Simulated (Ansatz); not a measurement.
# TiB2: the cost of one run

Program: the Python package of Ansatz 0.2.0. Level of theory: DFT PBEsol, plane waves, PAW. These are calculated values, not measurements.

## 1. Starting point

The structure is hexagonal, space group P6/mmm (No. 191). The conventional cell has a = 3.029 Å, b = 3.029 Å, c = 3.228 Å, α = 90.00°, β = 90.00°, γ = 120.00°. Around Ti (site symmetry 6/mmm) lie 12 B at 2.38 Å. B (site symmetry -6m2) has 3 B at 1.75 Å and 6 Ti at 2.38 Å as nearest neighbours.

No structure file is read: the coordinates are typed or built in the script.

## 2. The code

Contents of run_ecut.py:

```python
"""Cutoff test for TiB2."""

import argparse

import ansatz as az
import pandas as pd

parser = argparse.ArgumentParser(description="Cutoff test for TiB2.")
parser.add_argument("--kmesh", type=int, nargs=3, required=True, help="k-point sampling")
parser.add_argument("--filling", required=True, help="how the bands are filled")
parser.add_argument("--smearing-width", type=float, required=True, help="smearing width (eV)")
parser.add_argument("--tolerance", type=float, default=1e-09, help="SCF tolerance (eV)")
args = parser.parse_args()


def main() -> None:
    lattice = az.Lattice.of(
        (3.0292, 0.0, 0.0),
        (-1.5146, 2.62336415, 0.0),
        (0.0, 0.0, 3.2284),
    )
    sites = [
        ("Ti", (0.0, 0.0, 0.0)),
        ("B", (1 / 3, 2 / 3, 0.5)),
        ("B", (2 / 3, 1 / 3, 0.5)),
    ]
    system = az.Crystal(lattice=lattice)
    for symbol, position in sites:
        system = system.atom(symbol, position)

    setup = (
        system.calculation()
        .functional(az.Functional.PBESOL)
        .kpoints(*args.kmesh)  # the mesh must be finer for metals
        .occupations(args.filling, width=args.smearing_width)  # smearing steadies the SCF of a metal
        .scf(tolerance=args.tolerance)
        .stress()
    )

    rows = []
    for value in [250, 325, 400, 475, 550]:
        report = setup.basis(value).run(threads=1).report
        rows.append((value, report["free_energy_ev"] / len(report["lattice"]["sites"]), report["n_iterations"], sum(report["stress_gpa"][i][i] for i in range(3)) / 3, report["n_pw"]))

    table = pd.DataFrame(rows, columns=["cutoff (eV)", "F/atom (eV)", "iterations", "P (GPa)", "plane waves"])
    print(table.round(5).to_string(index=False))

    # the last row is the reference
    for row in rows[:-1]:
        shift = 1000 * (row[1] - rows[-1][1])
        print(f"{row[0]}: {shift:+.2f} meV/atom" + ("  (within 5 meV)" if abs(shift) < 5 else ""))


if __name__ == "__main__":
    main()
```

## 3. The calls as engine input

The package turns the script's settings into the engine's input (first run):

```yaml
crystal:
  lattice:
    - [3.0292, 0.0, 0.0]
    - [-1.5146, 2.62336415, 0.0]
    - [0.0, 0.0, 3.2284]
  atoms:
    - { symbol: Ti, position: [0.0, 0.0, 0.0] }
    - { symbol: B, position: [0.3333333333333333, 0.6666666666666666, 0.5] }
    - { symbol: B, position: [0.6666666666666666, 0.3333333333333333, 0.5] }
basis:
  ecutwfc: 250.0
kpoints:
  mp_grid:
    grid: [11, 11, 9]
hamiltonian:
  xc: pbesol
scf:
  convergence:
    dr2_threshold: 1.0e-09
  occupations:
    method: cold
    width: 0.05
output:
  stress: true
```

## 4. Launch

Launch:

```sh
$ python run_ecut.py --kmesh 11 11 9 --filling Marzari-Vanderbilt --smearing-width 0.05
```

What time and memory should one allow on 1 thread of Arm Neoverse V1, shared host?

About 9.8 s, with a peak of 0.44 GiB.
